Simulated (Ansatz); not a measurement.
(001) slab cut from the bulk of Ag, 15 Å of vacuum:

```
CELL_PARAMETERS angstrom
2.93557 0.00000 0.00000
-1.46778 2.54228 0.00000
0.00000 0.00000 29.36664
ATOMIC_POSITIONS crystal
Ag 0.00000 0.00000 0.25539
Ag 0.66667 0.33333 0.33688
Ag 0.33333 0.66667 0.41836
Ag 0.66667 0.33333 0.50000
Ag 0.33333 0.66667 0.58148
Ag 0.00000 0.00000 0.66297
Ag 0.33333 0.66667 0.74461
```

All numbers below come from DFT PBE, scalar-relativistic, plane waves, PAW in Ansatz 0.2.0. Cutoff 420 eV; k points 12×12×1 on the computed 7-atom cell (Γ-centred); Gaussian smearing, width 0.10 eV; no spin polarisation. A dipole correction removes the field between periodic images along c.

This base run converges in 7 iterations with a largest force of 0.043 eV/Å and a work function of 4.48 eV on the top face.

One setting at a time is then changed, some of them on purpose to poor values; changes count from the base run, energies are extrapolated to zero smearing, γ keeps the base's bulk energy, atoms stay where they are, a change of functional drops any dispersion correction, and risky runs are capped at 50 to 100 iterations.

Problem. What does each change do? field of 0.1 V/Å along c; spin: collinear; k mesh 6×6×1; functional PBEsol; vacuum of 7 Å; vacuum of 10 Å; vacuum of 3 Å; field of 4.0 V/Å along c; cutoff 120 eV.

Solution.
```csv
change,outcome,SCF iterations,ΔE (meV/atom),Δγ (J/m²),Δφ top (eV),largest force (eV/Å),largest change of a force (eV/Å)
field of 0.1 V/Å along c,converged,10,-0.5,,,0.044,0.002
spin: collinear,converged with warnings,14,0.0,0.000,0.00,0.043,0.000
k mesh 6×6×1,converged,7,+29.0,+0.218,+0.01,0.156,0.119
functional PBEsol,converged,8,,,+0.13,0.320,0.313
vacuum of 7 Å,converged with warnings,6,-0.1,-0.001,-0.06,0.042,0.005
vacuum of 10 Å,converged with warnings,7,0.0,0.000,0.00,0.043,0.000
vacuum of 3 Å,converged with warnings,9,-52.4,-0.394,,0.372,0.379
field of 4.0 V/Å along c,converged with warnings,11,-835.4,,,0.238,0.245
cutoff 120 eV,converged with warnings,15,+165868.8,,,4.526,4.534
```

In some of the runs (vacuum 7, vacuum 10, vacuum 3, field 4.0, cutoff 120) charge leaks into the vacuum, so their work functions can be off.

The reference crystal is a form of Ag, which isn't its usual structure.

Cost: 10 runs of about 5.5 core-minutes in all, on Oxide Virtual Turin-like Processor (Zen 5) (shared hosts).